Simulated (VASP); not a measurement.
# Ge₂Sb₂Te₅: molecular dynamics with a thermostat

Ge₂Sb₂Te₅, Cm (no. 8), 9 atoms in the cell. PBE, molecular dynamics; PAW potentials Te, Sb, Ge (PBE set).

Ensemble: Nose-Hoover; Target temperature (K): 600.

## Input

INCAR:
```
ALGO = Normal ; EDIFF = 1E-6
ENCUT = 200 ; GGA = PE
IBRION = 0 ; ISIF = 2
ISMEAR = 0 ; ISYM = 0
KPAR = 2 ; LASPH = T
LCHARG = F ; LREAL = Auto
LWAVE = F ; MDALGO = 2
NELM = 60 ; NELMIN = 4
NSW = 60 ; POTIM = 3.0
PREC = Normal ; RANDOM_SEED = 25234 0 0
SIGMA = 0.05 ; SMASS = 0
TEBEG = 600
```

KPOINTS:
```
k-points
0
Monkhorst-Pack
  2 2 2
```

POSCAR:
```
Ge2Sb2Te5
1.0
    6.8391360000     -3.0660060000      0.0000000000
    6.8391360000      3.0660060000      0.0000000000
   -6.8309770000      0.0000000000      6.8476090000
Te Sb Ge
5 2 2
Direct
    0.5947020000      0.5947020000      0.3864330000
    0.7952880000      0.7952880000      0.1961120000
    0.0083240000      0.0083240000      0.0064350000
    0.2065190000      0.2065190000      0.8098030000
    0.3999590000      0.3999590000      0.5971180000
    0.9017080000      0.9017080000      0.5878730000
    0.1118700000      0.1118700000      0.4173520000
    0.2842870000      0.2842870000      0.1878300000
    0.4973430000      0.4973430000      0.0110440000
```

Commands:
```
cat potpaw_PBE.64/Te/POTCAR potpaw_PBE.64/Sb/POTCAR potpaw_PBE.64/Ge/POTCAR > POTCAR
mpirun -np 2 vasp_std > vasp.out
```

## Result

- Mean temperature (K): 604
- Standard error of the mean temperature (K): 42
- Relative fluctuation of the kinetic energy: 0.157
- Canonical value of that fluctuation: 0.289
- Rise of the mean potential energy above the start (meV/atom): 26.3
- Electronic steps per ionic step after the first: 4.0

Course of the run:

| Time (fs) | Temperature (K) | Potential energy less the first (meV/atom) |
|---|---|---|
| 3 | 600 | 0.0 |
| 18 | 600 | 0.1 |
| 30 | 608 | -0.8 |
| 45 | 613 | -1.9 |
| 57 | 589 | -0.2 |
| 72 | 512 | 8.6 |
| 84 | 449 | 19.1 |
| 99 | 460 | 28.6 |
| 111 | 577 | 31.1 |
| 126 | 758 | 36.5 |
| 138 | 789 | 48.3 |
| 153 | 691 | 64.1 |
| 165 | 619 | 69.8 |
| 180 | 579 | 70.3 |

REPORT:
```
MDALGO =   2
               SCALING =       0
                 CNEXP =     9.000   14.000
           RANDOM_SEED =             25234                0                0

   original number of atomic DOF:         24
   number of independent constraints:      0
   number of active DOF:                  24

========================================
         MD step No.       1
========================================

  Atomic velocities initialized by STEP_tb

  >Energies
                    E_tot             E_pot             E_kin               EPS                ES
   e_b>   -0.32098528E+02   -0.32718712E+02    0.62018442E+00    0.00000000E+00    0.00000000E+00

  >Temperature
               T_sim     T_inst
   tmprt>    600.000    599.741

  >Thermostat:
           s(n+1) sdot(n+1)      s(n)   sdot(n)        Qs
   s_b>  -0.00001  -0.00001   0.00000   0.00000   0.15549

           RANDOM_SEED =             25234               54                0

[... steps left out ...]

========================================
         MD step No.      60
========================================

  >Energies
                    E_tot             E_pot             E_kin               EPS                ES
   e_b>   -0.32097899E+02   -0.32086451E+02    0.59902171E+00    0.15785046E-02   -0.61204819E+00

  >Temperature
               T_sim     T_inst
   tmprt>    600.000    579.276

  >Thermostat:
           s(n+1) sdot(n+1)      s(n)   sdot(n)        Qs
   s_b>  -0.48786   0.00513  -0.49323   0.00560   0.15549

           RANDOM_SEED =             25234               54                0
```

OSZICAR:
```
N       E                     dE             d eps       ncg     rms          rms(c)
DAV:   1     0.130745684091E+03    0.13075E+03   -0.97343E+03   232   0.607E+02
DAV:   2    -0.213967737585E+02   -0.15214E+03   -0.14706E+03   299   0.138E+02
DAV:   3    -0.326445064368E+02   -0.11248E+02   -0.10971E+02   280   0.402E+01
DAV:   4    -0.330309073378E+02   -0.38640E+00   -0.38430E+00   344   0.758E+00
DAV:   5    -0.330370519885E+02   -0.61447E-02   -0.61359E-02   283   0.834E-01    0.100E+01
DAV:   6    -0.327088671318E+02    0.32818E+00   -0.86220E-01   288   0.351E+00    0.711E+00
DAV:   7    -0.327193958104E+02   -0.10529E-01   -0.31517E-01   283   0.207E+00    0.164E+00
DAV:   8    -0.327178109905E+02    0.15848E-02   -0.25954E-02   288   0.745E-01    0.720E-01
DAV:   9    -0.327184319036E+02   -0.62091E-03   -0.58734E-03   299   0.298E-01    0.206E-01
DAV:  10    -0.327186352531E+02   -0.20335E-03   -0.58653E-04   280   0.117E-01    0.889E-02
DAV:  11    -0.327187045623E+02   -0.69309E-04   -0.96321E-05   272   0.493E-02    0.313E-02
DAV:  12    -0.327187110758E+02   -0.65135E-05   -0.12337E-05   296   0.161E-02    0.124E-02
[... left out ...]
     58 T=   591. E= -.32097851E+02 F= -.32083912E+02 E0= -.32083912E+02  EK= 0.61091E+00 SP= -.63E+00 SK= 0.19E-02
     59 T=   585. E= -.32097882E+02 F= -.32084914E+02 E0= -.32084914E+02  EK= 0.60447E+00 SP= -.62E+00 SK= 0.18E-02
[... last step whole ...]
       N       E                     dE             d eps       ncg     rms          rms(c)
DAV:   1    -0.320864481410E+02   -0.15343E-02   -0.12558E-06   154   0.109E+00    0.354E-03
DAV:   2    -0.320864511723E+02   -0.30313E-05   -0.20319E-05   256   0.162E-02    0.330E-03
DAV:   3    -0.320864511438E+02    0.28533E-07   -0.31475E-07   176   0.282E-03    0.265E-03
DAV:   4    -0.320864511533E+02   -0.95015E-08   -0.22002E-07   136   0.180E-03
     60 T=   579. E= -.32097899E+02 F= -.32086451E+02 E0= -.32086451E+02  EK= 0.59902E+00 SP= -.61E+00 SK= 0.16E-02
```

Limits: 180 fs of 9 atoms are too short for converged averages; the cell is only 5.2 Å across, so each atom moves in step with near copies of itself.

VASP 6.6.1 took 235 s on 2 cores (AMD EPYC 7R13 (Zen 3)), a shared host.
